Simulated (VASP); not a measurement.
A run of VASP 6.6.1:

Contents of INCAR:

```
SYSTEM = SnSe2
PREC     = Accurate       ! precision mode
ENCUT    = 900            ! plane-wave cutoff, eV
EDIFF    = 1E-8           ! SCF threshold, eV
ISMEAR   = 0              ! smearing method
SIGMA    = 0.05           ! smearing width, eV
LREAL    = .False.        ! projectors in reciprocal space
LASPH    = .True.         ! aspherical terms in the spheres
NELM     = 100            ! most SCF steps
ALGO     = Normal         ! electronic algorithm
ISIF     = 2              ! what is computed and relaxed
LWAVE    = .False.        ! write WAVECAR
LCHARG   = .False.        ! write CHGCAR
NBANDS   = 20             ! bands
ADDGRID  = .False.
```

File KPOINTS:

```
regular mesh
0
Gamma
  12 12 7
  0 0 0
```

The input POSCAR:

```
SnSe2
1.0
    3.8110000000      0.0000000000      0.0000000000
   -1.9055000000      3.3004228138      0.0000000000
    0.0000000000      0.0000000000      6.1360000000
Sn Se
1 2
Direct
    0.0000000000      0.0000000000      0.0000000000
    0.6666666667      0.3333333333      0.7510000000
    0.3333333333      0.6666666667      0.2490000000
```

Potentials or basis: VASP PAW LDA potentials, release 64 (Sn_d, Se).

The run is started by

```bash
$ cat potpaw_LDA.64/Sn_d/POTCAR potpaw_LDA.64/Se/POTCAR > POTCAR
$ mpirun -np 1 vasp_std > vasp.out
```

Hardware: 1 thread of Intel(R) Xeon(R) 6975P-C (Granite Rapids) (shared host).

Task: Estimate the wall time of this run.

Result: Wall time 4.6 min on 1 thread of Intel(R) Xeon(R) 6975P-C (Granite Rapids), with other jobs on the host, peak memory 0.51 GiB. Counts: scf iterations 15, k points 112.
